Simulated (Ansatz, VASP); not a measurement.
# Ti24HO48 (H transfer from O to O) in two plane-wave programs

Wanted: the spread between two codes on one cell, functional and k mesh. The Ansatz run is a path of several images between two structures; VASP solves its first image, and the two are compared there.

Main program and level: Ansatz 0.2.0; plane waves, with VASP 6.6.1 beside it; single point at PBEsol.

## Step 1: Set-up

The cell holds 73 atoms: 24 Ti, 48 O and 1 H. Cell: a = 8.427 Å, b = 10.660 Å, c = 9.558 Å, α = 90.0°, β = 90.0°, γ = 108.4°. It derives from TiO2 (TiO2 (I4_1/amd)). Nearest the centre at fractional (0.583, 0.458, 0.375): O48 at 1.20 Å, O51 at 1.30 Å, Ti21 at 1.59 Å, Ti6 at 1.63 Å, H73 at 1.87 Å, O40 at 2.61 Å, O59 at 2.64 Å, O65 at 2.66 Å. The cell carries charge +1.

## Step 2: Ansatz: path of images, PBEsol

Ansatz runs on its default PAW (the set named soft_2) files.

A single point gives forces, pressure and levels at one fixed geometry, so differences don't come from the geometry; what else differs is listed under the comparison.

Input file input.yaml:

```yaml
crystal:
  lattice:
    - [7.53758642, 3.76879321, 0.0]
    - [-7.53758642, 7.53758642, 0.0]
    - [0.0, 0.0, 9.55830747]
  atoms:
    - { symbol: Ti, position: [-0.00058316, -0.0026944, -0.00277937] }
    - { symbol: Ti, position: [0.00457915, 0.24432978, 0.49876392] }
    - { symbol: Ti, position: [0.3332887, 0.08016106, 0.49829815] }
    - { symbol: Ti, position: [0.33081072, 0.32857837, -0.00213872] }
    - { symbol: Ti, position: [0.66580574, 0.1632186, -0.00194979] }
    - { symbol: Ti, position: [0.67657508, 0.40619063, 0.50158843] }
    - { symbol: Ti, position: [0.16442086, 0.16259682, 0.24687625] }
    - { symbol: Ti, position: [0.16687832, 0.4148489, 0.74992883] }
    - { symbol: Ti, position: [0.49919831, -0.00212845, 0.24746966] }
    - { symbol: Ti, position: [0.49964103, 0.24853084, 0.7495194] }
    - { symbol: Ti, position: [0.83282207, 0.08194612, 0.74870188] }
    - { symbol: Ti, position: [0.83222689, 0.33050915, 0.24607132] }
    - { symbol: O, position: [0.16588372, 0.16257621, 0.454583] }
    - { symbol: O, position: [0.16537884, 0.41342079, 0.95650367] }
    - { symbol: O, position: [0.50155201, 0.00097219, 0.45638169] }
    - { symbol: O, position: [0.49901755, 0.24736534, 0.95569584] }
    - { symbol: O, position: [0.83259708, 0.08116321, 0.95577154] }
    - { symbol: O, position: [0.83780189, 0.33116173, 0.45744605] }
    - { symbol: O, position: [-0.00172223, -0.00263074, 0.20507772] }
    - { symbol: O, position: [-0.00015585, 0.24912854, 0.70434941] }
    - { symbol: O, position: [0.33432975, 0.08186638, 0.70407953] }
    - { symbol: O, position: [0.33248729, 0.33030055, 0.20650877] }
    - { symbol: O, position: [0.66563589, 0.16433588, 0.20493049] }
    - { symbol: O, position: [0.66943601, 0.41277439, 0.70690348] }
    - { symbol: O, position: [0.16622177, 0.16375113, 0.04101892] }
    - { symbol: O, position: [0.17566227, 0.41211715, 0.5402527] }
    - { symbol: O, position: [0.49877722, -0.00253885, 0.04153131] }
    - { symbol: O, position: [0.49476544, 0.25278128, 0.53982567] }
    - { symbol: O, position: [0.83518581, 0.0801315, 0.54118004] }
    - { symbol: O, position: [0.83213059, 0.33099761, 0.0419063] }
    - { symbol: O, position: [0.00187909, 0.00019236, 0.79145481] }
    - { symbol: O, position: [-0.00107925, 0.24746683, 0.2907651] }
    - { symbol: O, position: [0.33183003, 0.07960594, 0.29043148] }
    - { symbol: O, position: [0.33400266, 0.33239872, 0.79212016] }
    - { symbol: O, position: [0.66593244, 0.16417689, 0.79062312] }
    - { symbol: O, position: [0.65992972, 0.41071058, 0.29619776] }
    - { symbol: Ti, position: [-0.00120074, 0.4973816, -0.00146946] }
    - { symbol: Ti, position: [-0.00442216, 0.75018702, 0.49990003] }
    - { symbol: Ti, position: [0.31862175, 0.58468596, 0.50165257] }
    - { symbol: Ti, position: [0.3329508, 0.8311177, -0.00128647] }
    - { symbol: Ti, position: [0.66768801, 0.66623514, -0.00312618] }
    - { symbol: Ti, position: [0.66415093, 0.9157815, 0.49919616] }
    - { symbol: Ti, position: [0.16521246, 0.66451461, 0.24632691] }
    - { symbol: Ti, position: [0.16678428, 0.91548277, 0.74892327] }
    - { symbol: Ti, position: [0.49760575, 0.49628733, 0.24045484] }
    - { symbol: Ti, position: [0.4992963, 0.74938298, 0.74911596] }
    - { symbol: Ti, position: [0.83432005, 0.58163827, 0.74939176] }
    - { symbol: Ti, position: [0.83167614, 0.83088145, 0.24679661] }
    - { symbol: O, position: [0.16349095, 0.66561938, 0.4570026] }
    - { symbol: O, position: [0.16508606, 0.91332895, 0.9563827] }
    - { symbol: O, position: [0.52915395, 0.52760247, 0.46421181] }
    - { symbol: O, position: [0.49900566, 0.74735113, 0.95611849] }
    - { symbol: O, position: [0.83276363, 0.58134107, 0.95641734] }
    - { symbol: O, position: [0.82303052, 0.82265993, 0.45616126] }
    - { symbol: O, position: [-0.00389591, 0.49839792, 0.20601939] }
    - { symbol: O, position: [-0.00178932, 0.74970852, 0.70642534] }
    - { symbol: O, position: [0.32917405, 0.58290452, 0.70677133] }
    - { symbol: O, position: [0.33460567, 0.82932443, 0.20616037] }
    - { symbol: O, position: [0.66574875, 0.66444582, 0.20488594] }
    - { symbol: O, position: [0.66798969, 0.91457639, 0.70618756] }
    - { symbol: O, position: [0.16655289, 0.66356375, 0.04247732] }
    - { symbol: O, position: [0.16517913, 0.91501959, 0.54114888] }
    - { symbol: O, position: [0.49927468, 0.49738749, 0.04236033] }
    - { symbol: O, position: [0.49528555, 0.75092973, 0.54258632] }
    - { symbol: O, position: [0.83717942, 0.58007918, 0.54309747] }
    - { symbol: O, position: [0.83204345, 0.83111555, 0.04055087] }
    - { symbol: O, position: [0.00060538, 0.49850656, 0.79186625] }
    - { symbol: O, position: [0.00070585, 0.74946519, 0.29161772] }
    - { symbol: O, position: [0.32934548, 0.57522492, 0.29566586] }
    - { symbol: O, position: [0.33371297, 0.83282704, 0.79184516] }
    - { symbol: O, position: [0.66440819, 0.6629372, 0.79012413] }
    - { symbol: O, position: [0.66718444, 0.91559588, 0.29200989] }
    - { symbol: H, position: [0.6159603, 0.61420254, 0.47776477] }
total_charge: 1
basis:
  ecutwfc: 420
  xc_grid: 2
hamiltonian:
  xc: pbesol
kpoints:
  mp_grid: { grid: [1, 1, 1], shift: [0.25, 0.25, 0.25] }
scf:
  occupations: { method: fixed }
  max_iter: 150
output:
  forces: true
neb:
  images: 3
  f_tol: 0.04
  climbing: true
  initial_path: idpp
  max_iterations: 45
  order_check: false
  final_atoms:
    - { symbol: Ti, position: [-3.283e-05, -0.00168436, -0.00169512] }
    - { symbol: Ti, position: [-0.00054691, 0.24682759, 0.50104071] }
    - { symbol: Ti, position: [0.33164508, 0.07888335, 0.50015907] }
    - { symbol: Ti, position: [0.33394928, 0.33132222, -0.00286212] }
    - { symbol: Ti, position: [0.66675401, 0.16491994, -0.00249337] }
    - { symbol: Ti, position: [0.66468979, 0.41263182, 0.50653262] }
    - { symbol: Ti, position: [0.17087409, 0.16100003, 0.2482293] }
    - { symbol: Ti, position: [0.16512921, 0.41416112, 0.74855177] }
    - { symbol: Ti, position: [0.4996167, -0.00306824, 0.24865582] }
    - { symbol: Ti, position: [0.49699112, 0.24531615, 0.74920588] }
    - { symbol: Ti, position: [0.83198446, 0.07999055, 0.7489788] }
    - { symbol: Ti, position: [0.84305838, 0.32288777, 0.24551122] }
    - { symbol: O, position: [0.16541428, 0.16380455, 0.45629271] }
    - { symbol: O, position: [0.16717426, 0.41483588, 0.95514582] }
    - { symbol: O, position: [0.49835525, -0.00396323, 0.45660113] }
    - { symbol: O, position: [0.50053927, 0.24876788, 0.9548719] }
    - { symbol: O, position: [0.83245892, 0.08059012, 0.95640684] }
    - { symbol: O, position: [0.82656619, 0.32717537, 0.45077621] }
    - { symbol: O, position: [0.00160355, -0.00315029, 0.205857] }
    - { symbol: O, position: [-0.00141925, 0.24766129, 0.70507429] }
    - { symbol: O, position: [0.33266167, 0.08039026, 0.70593444] }
    - { symbol: O, position: [0.34192204, 0.32883832, 0.20667105] }
    - { symbol: O, position: [0.66096347, 0.16966836, 0.20716232] }
    - { symbol: O, position: [0.66581609, 0.41403929, 0.70462778] }
    - { symbol: O, position: [0.16674637, 0.16550271, 0.04264448] }
    - { symbol: O, position: [0.16302746, 0.41479905, 0.54099813] }
    - { symbol: O, position: [0.50132366, -0.00170088, 0.0429383] }
    - { symbol: O, position: [0.49928346, 0.24676411, 0.5404981] }
    - { symbol: O, position: [0.83250737, 0.08076202, 0.54211037] }
    - { symbol: O, position: [0.83635244, 0.3292185, 0.04012744] }
    - { symbol: O, position: [-0.00065966, -0.00211105, 0.79123862] }
    - { symbol: O, position: [0.00454539, 0.247879, 0.28948688] }
    - { symbol: O, position: [0.33265806, 0.0793983, 0.29237772] }
    - { symbol: O, position: [0.33223675, 0.33014734, 0.79040299] }
    - { symbol: O, position: [0.66582332, 0.16410989, 0.79127033] }
    - { symbol: O, position: [0.69594417, 0.44437709, 0.28283714] }
    - { symbol: Ti, position: [0.00131442, 0.49804395, -0.0023305] }
    - { symbol: Ti, position: [-0.0011613, 0.74718247, 0.50018809] }
    - { symbol: Ti, position: [0.33234951, 0.58080779, 0.50067459] }
    - { symbol: Ti, position: [0.33386624, 0.83178271, -0.0018517] }
    - { symbol: Ti, position: [0.66640657, 0.66577142, -0.00208313] }
    - { symbol: Ti, position: [0.66635175, 0.91415389, 0.49960437] }
    - { symbol: Ti, position: [0.16200578, 0.66687008, 0.24715325] }
    - { symbol: Ti, position: [0.16554408, 0.91398568, 0.74980796] }
    - { symbol: Ti, position: [0.48513498, 0.50133444, 0.24541243] }
    - { symbol: Ti, position: [0.49913247, 0.74785445, 0.74834749] }
    - { symbol: Ti, position: [0.83392564, 0.5829393, 0.7501647] }
    - { symbol: Ti, position: [0.8304121, 0.83249435, 0.24784101] }
    - { symbol: O, position: [0.16719328, 0.66577742, 0.45545354] }
    - { symbol: O, position: [0.16836169, 0.91653641, 0.95557949] }
    - { symbol: O, position: [0.49602727, 0.49174018, 0.45134524] }
    - { symbol: O, position: [0.50026554, 0.74924408, 0.95518329] }
    - { symbol: O, position: [0.83109607, 0.57942809, 0.95692262] }
    - { symbol: O, position: [0.83360753, 0.83196337, 0.45499804] }
    - { symbol: O, position: [0.00367822, 0.49674006, 0.20392929] }
    - { symbol: O, position: [-0.00149879, 0.74779675, 0.70647286] }
    - { symbol: O, position: [0.33302846, 0.58023429, 0.70452605] }
    - { symbol: O, position: [0.33161409, 0.8318087, 0.20589118] }
    - { symbol: O, position: [0.66181547, 0.66760345, 0.2044295] }
    - { symbol: O, position: [0.66525269, 0.91413739, 0.70543446] }
    - { symbol: O, position: [0.16529634, 0.66610268, 0.04067162] }
    - { symbol: O, position: [0.16511749, 0.91377896, 0.54193602] }
    - { symbol: O, position: [0.49621477, 0.4993228, 0.04027256] }
    - { symbol: O, position: [0.50146253, 0.74578098, 0.54086467] }
    - { symbol: O, position: [0.83267324, 0.58087863, 0.54215801] }
    - { symbol: O, position: [0.83488019, 0.83107248, 0.04087818] }
    - { symbol: O, position: [-0.0004059, 0.49803462, 0.79063834] }
    - { symbol: O, position: [-0.01021041, 0.739412, 0.29084379] }
    - { symbol: O, position: [0.33030043, 0.58239119, 0.29003423] }
    - { symbol: O, position: [0.33184426, 0.8300798, 0.79064588] }
    - { symbol: O, position: [0.66577892, 0.66407704, 0.79092968] }
    - { symbol: O, position: [0.66829696, 0.91780671, 0.29059096] }
    - { symbol: H, position: [0.78265078, 0.53111534, 0.26961333] }
```

Launch:

```bash
> ansatz run input.yaml --threads 32 --pin off --max-ram 84787MiB --backend cuda --events-out ev --progress --plain --runs-dir out --max-vram 78GiB
```

Numbers of over 12 decimals in the logs are rounded to 6 here.

The program printed:

```text
Warning: neb: disabling space-group detection — the band's intermediate images generally break the endpoint symmetry, so the full k-mesh is solved, and no spatial operation symmetrises the density, except that a semilocal band can use its path's symmetry ahead of convergence
Engine: ansatz 0.2.0, aarch64-unknown-linux-gnu
Pseudopotentials: kind: paw
Pseudopotential: Ti, paw, valence charge 12, recommended cutoff 420 eV (normal), Ti.paw.azcp
Pseudopotential: O, paw, valence charge 6, recommended cutoff 420 eV (normal), O.paw.azcp
Pseudopotential: H, paw, valence charge 1, recommended cutoff 420 eV (normal), H.paw.azcp
Functional definition: PBEsol
  exchange = pbesol_x
  correlation = pbesol_c
parallel-image band execution: 3 concurrent image workers
NEB image 0
[...]
Crystal: 73 atoms, lattice volume = 814.586 Å³
Basis set: ecut = 420 eV, 15877 PW (Γ), exchange–correlation on 120×144×128 points (8 copies of the dense FFT grid, shifted against one another)
Bands: 361, of which v1, the nominal top of the filled ones, is band 288 counted from 1 (287 counted from 0)
Symmetry: 1 space group operations
k-points: 1
Non-local potential: Ti, projectors of the file, l = 0: 3, l = 1: 2, l = 2: 3, l = 3: 1
Non-local potential: O, projectors of the file, l = 0: 2, l = 1: 2, l = 2: 1
Non-local potential: H, projectors of the file, l = 0: 2, l = 1: 1
PAW form: soft (Blöchl's): semilocal exchange-correlation on the pseudo side does not see the compensation charge
PAW frozen core: Ti, regenerated for the run's functional, and the local potential with it (the file was generated under x = pbe(κ = 0.804, μ = 0.219515), c = pbe(β = 0.066725))
PAW frozen core: O, regenerated for the run's functional, and the local potential with it (the file was generated under x = pbe(κ = 0.804, μ = 0.219515), c = pbe(β = 0.066725))
PAW one-centre angular grid: Ti, 590 points (default); XC on 64 Gauss nodes
PAW one-centre angular grid: O, 110 points (default); XC on 64 Gauss nodes
PAW one-centre angular grid: H, 110 points (default); XC on 64 Gauss nodes
Initial density: superposition of atomic densities (neutral atoms scaled as one to the charged cell's electrons: chi_scale 0, normalization atom), corrected by the library's trained network
Initial wavefunctions: pseudopotential atomic-orbital guess
[...]
Functional: x = pbesol(κ = 0.804, μ = 0.123457), c = pbesol(β = 0.046)
SCF iter   1: F=—  HF=-86422.223858 eV  |F-HF|=—  |Δ(HF+E_count)|=         —  Δρ=1.51e-2  dr2=1.56e0  ethr=1.77e-3  ⟨swp⟩=3.0  Hψ=1098  notcnv=0  defer=69
preconditioner: auto → Resta (q_TF=auto, 2.575 Å⁻¹)  ε∞=8.0  [insulator: Δε(μ)=2.665 eV  Ē_g=9.628 eV  n_scr=228 (ndim 8)  ℏωp=25.5 eV  f_vac=0.099  ε∞_Penn≈8.0]
SCF iter   2: F=—  HF=-86421.966798 eV  |F-HF|=—  |Δ(HF+E_count)|=   2.57e-1  Δρ=6.84e-3  dr2=3.15e-1  ethr=2.71e-4  ⟨swp⟩=2.0  Hψ=577  notcnv=0  defer=71
[...]
SCF iter  12: F=-86421.920839 eV  HF=-86421.920839 eV  |F-HF|=9.75e-10  |Δ(HF+E_count)|=   8.64e-9  Δρ=1.53e-6  dr2=2.24e-8  ethr=1.74e-11  ⟨swp⟩=4.0  Hψ=1079  notcnv=0
SCF 1 converged in 12 iterations: F = -86421.920839 eV  dr2 = 2.24e-8
  greatest PAW one-centre occupation: 0.999 electrons in one spin orbital (limit 2), on the Ti atom at site 1 (counted from 0), in its partial waves of l = 0
[...]
NSCF: frozen V_eff on 1 k-points
NEB image 4
[...]
preconditioner: auto → Resta (q_TF=auto, 2.575 Å⁻¹)  ε∞=8.0  [insulator: Δε(μ)=2.654 eV  Ē_g=9.627 eV  n_scr=228 (ndim 8)  ℏωp=25.5 eV  f_vac=0.099  ε∞_Penn≈8.0]
[...]
SCF 2 converged in 12 iterations: F = -86421.921092 eV  dr2 = 2.26e-8
  greatest PAW one-centre occupation: 0.999 electrons in one spin orbital (limit 2), on the Ti atom at site 6 (counted from 0), in its partial waves of l = 0
[...]
NSCF: frozen V_eff on 1 k-points
NEB end point (image 0): max|allowed force component| = 1.391e-2 eV/Å (the criterion of neb.relax_end_points is 1.000e-2)
NEB end point (image 4): max|allowed force component| = 5.879e-3 eV/Å (the criterion of neb.relax_end_points is 1.000e-2)
NEB image 1
[...]
SCF 3 converged in 12 iterations: F = -86419.977362 eV  dr2 = 2.05e-8
[...]
NEB image 2
[...]
SCF 4 converged in 12 iterations: F = -86418.657951 eV  dr2 = 4.00e-8
NEB image 3
[...]
SCF 5 converged in 12 iterations: F = -86419.978823 eV  dr2 = 1.52e-8
[...]
SCF 7 converged in 11 iterations: F = -86419.618026 eV  dr2 = 2.32e-8
[...]
SCF 9 converged in 11 iterations: F = -86420.534416 eV  dr2 = 4.96e-8
[...]
SCF 11 converged in 11 iterations: F = -86420.199509 eV  dr2 = 4.27e-8
[...]
SCF 13 converged in 9 iterations: F = -86420.164561 eV  dr2 = 6.04e-8
[...]
SCF 15 converged in 8 iterations: F = -86421.362829 eV  dr2 = 9.64e-8
[...]
SCF 17 converged in 8 iterations: F = -86421.413904 eV  dr2 = 6.23e-8
[...]
SCF 19 converged in 9 iterations: F = -86420.293895 eV  dr2 = 2.42e-8
[...]
SCF 21 converged in 8 iterations: F = -86421.423798 eV  dr2 = 5.53e-8
[...]
SCF 23 converged in 9 iterations: F = -86421.399849 eV  dr2 = 2.84e-8
[...]
SCF 25 converged in 8 iterations: F = -86420.311499 eV  dr2 = 9.31e-8
[...]
SCF 27 converged in 8 iterations: F = -86421.430341 eV  dr2 = 3.58e-8
[...]
SCF 29 converged in 8 iterations: F = -86421.421867 eV  dr2 = 3.36e-8
[...]
SCF 31 converged in 8 iterations: F = -86420.316260 eV  dr2 = 4.35e-8
[...]
SCF converged after 8 iterations
[...]
- { symbol: O, position: [0.834301, 0.083521, 0.957071] }
    - { symbol: O, position: [0.828545, 0.326284, 0.457068] }
    - { symbol: O, position: [-0.00236278, -0.00260252, 0.205711] }
    - { symbol: O, position: [-0.00161053, 0.251398, 0.703863] }
    - { symbol: O, position: [0.332492, 0.079288, 0.705396] }
    - { symbol: O, position: [0.335809, 0.327130, 0.204856] }
    - { symbol: O, position: [0.661464, 0.172166, 0.207554] }
    - { symbol: O, position: [0.667237, 0.411022, 0.711737] }
    - { symbol: O, position: [0.164029, 0.164279, 0.041695] }
    - { symbol: O, position: [0.174833, 0.414256, 0.538743] }
    - { symbol: O, position: [0.503615, -0.000983535, 0.043625] }
    - { symbol: O, position: [0.491990, 0.248520, 0.541975] }
    - { symbol: O, position: [0.836650, 0.080880, 0.542270] }
    - { symbol: O, position: [0.832438, 0.333954, 0.043128] }
    - { symbol: O, position: [0.000993901, 9.156378629501105e-5, 0.791800] }
    - { symbol: O, position: [0.000787001, 0.251806, 0.290429] }
    - { symbol: O, position: [0.329563, 0.078671, 0.291374] }
    - { symbol: O, position: [0.330370, 0.329233, 0.790495] }
    - { symbol: O, position: [0.665666, 0.163633, 0.791926] }
    - { symbol: O, position: [0.681897, 0.439700, 0.297859] }
    - { symbol: Ti, position: [0.00157786, 0.499902, -0.00145978] }
    - { symbol: Ti, position: [-0.00243852, 0.744109, 0.499540] }
    - { symbol: Ti, position: [0.338745, 0.584361, 0.497568] }
    - { symbol: Ti, position: [0.335811, 0.832510, -0.000483727] }
    - { symbol: Ti, position: [0.670066, 0.668553, -0.00342175] }
    - { symbol: Ti, position: [0.669316, 0.916098, 0.498943] }
    - { symbol: Ti, position: [0.165072, 0.668538, 0.248075] }
    - { symbol: Ti, position: [0.166492, 0.913886, 0.750794] }
    - { symbol: Ti, position: [0.481617, 0.495485, 0.230632] }
    - { symbol: Ti, position: [0.500521, 0.749842, 0.747914] }
    - { symbol: Ti, position: [0.835852, 0.584847, 0.749850] }
    - { symbol: Ti, position: [0.828011, 0.829411, 0.248143] }
    - { symbol: O, position: [0.171264, 0.666251, 0.455157] }
    - { symbol: O, position: [0.169341, 0.916923, 0.956388] }
    - { symbol: O, position: [0.528954, 0.517329, 0.449942] }
    - { symbol: O, position: [0.501716, 0.750209, 0.954699] }
[...]
- { symbol: O, position: [0.841912, 0.577615, 0.546367] }
    - { symbol: O, position: [0.835919, 0.831605, 0.039416] }
    - { symbol: O, position: [0.00359112, 0.501423, 0.791139] }
    - { symbol: O, position: [-0.00332727, 0.745415, 0.291473] }
    - { symbol: O, position: [0.329407, 0.576683, 0.289777] }
    - { symbol: O, position: [0.332374, 0.830602, 0.791445] }
    - { symbol: O, position: [0.666323, 0.664414, 0.789290] }
    - { symbol: O, position: [0.670151, 0.919584, 0.291707] }
    - { symbol: H, position: [0.652100, 0.524532, 0.373675] }
```

In the SCF lines HF is the Harris–Foulkes energy and dr2 the Hartree energy of the density residual, in eV; the loop may stop once dr2 is under the threshold and the program's other checks hold. Hψ counts applications of the Hamiltonian.

(Part 1 of 4 ends here.)

[Lines on the potential files, build, host, timing and source positions are cut from VASP's logs without a mark.]

[Logs are printed without paths, hosts, clocks, repeated set-up lines and the standing remarks that a program may print on its own settings, such as how far it seeks lower states.]

[Hosts, paths, dates, database ids (printed as entryN), source tags and the programs' standing remarks are cut or masked in the printed files.]
